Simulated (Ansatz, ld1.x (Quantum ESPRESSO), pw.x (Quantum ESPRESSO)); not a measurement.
## Cd: one change to the ultrasoft potential, in the atom and in the fcc crystal

* Element: Cd (Z = 48)
* Generator: ld1.x (Quantum ESPRESSO) 7.5
* Type: ultrasoft
* Functional: PBE
* Relativity: scalar-relativistic
* Frozen core: [Kr] 4d10
* Valence charge: 2
* Reference configuration: 5s2 5p0
* Partial waves: 5s (bound): rcut 1.70, rcutus 2.35 bohr; 5s channel at 0.25 Ry: rcut 1.70, rcutus 2.35 bohr; 5p (bound, empty): rcut 3.25, rcutus 3.60 bohr; 5p channel at 0.25 Ry: rcut 3.25, rcutus 3.60 bohr; 5d channel at 0.3 Ry: rcut 3.20, rcutus 3.70 bohr
* Local potential: all-electron potential smoothed inside 2.10 bohr (lloc = -1)
* Core correction: a·sin(br)/r model core inside 1.75 bohr
* Augmentation charge: built from norm-conserving waves at rcut, not smoothed further

Change: local potential all-electron potential smoothed inside 4.24 bohr (lloc = -1).

Cutoffs, loose and tight: the cutoffs (Ry, on a coarse ladder) from which the occupation-weighted sum of valence levels, in a spherical-Bessel basis at the reference potential, stays within 10 and 1 mRy of its value at 400 Ry. They do not see the model core or the augmentation charge, which bear on the density cutoff. Test errors are all-electron minus pseudo excitation energies from the reference, over the configurations 5s1 5p0; 5s1.5 5p0; 5s1 5p1; 5s0 5p1; 5s0 5p2; variants that change the core or the reference have their own tests.

Crystal test: fcc Cd in pw.x 7.5, no spin, 13³ k-points, Fermi–Dirac smearing 0.01 Ry, cutoffs set for each file from its atomic test. The reference is all-electron LAPW (Ansatz 0.2.0) with the same functional, mesh and smearing; V0 and B0 come from Birch–Murnaghan fits to the pressures at five volumes. Errors are pseudo minus all-electron; Δ is the rms difference of the E(V) curves that follow from these fits, minima aligned, over ±6 % about the mean V0. Mesh and smearing are coarse, so the numbers serve the comparison and aren't converged zero-temperature values; the lattice is a test structure that the element need not adopt.

All-electron: a0 = 4.506 Å (V0 = 22.87 Å³/atom), B0 = 41.2 GPa.

Problem. Does the change bring the crystal closer to the all-electron result?

Solution. The mean pressure error goes from -3.51 to -1.78 GPa, so the change moves the solid closer to the all-electron pressures. Neither pressure curve crosses zero within the volumes sampled, so no fits are given.

```csv
quantity,base,changed
outcome (atom),generated,generated
"cutoff, loose (atom)",6 Ry,6 Ry
"cutoff, tight (atom)",8 Ry,8 Ry
bound ghosts (atom),none,none
largest test error (meV) (atom),-263,-267
cutoffs in pw.x (Ry),40/600,40/600
mean pressure error (GPa),-3.51,-1.78
```

Base: The largest radius (3.70 bohr) exceeds half the bond length (3.01 bohr), so the spheres overlap, which is one possible source of error among others. This is a poor potential for the solid. Changed file: The largest radius (4.24 bohr) exceeds half the bond length (3.01 bohr), so the spheres overlap, which is one possible source of error among others. This is a poor potential for the solid. The atomic cutoffs weigh occupied waves only.
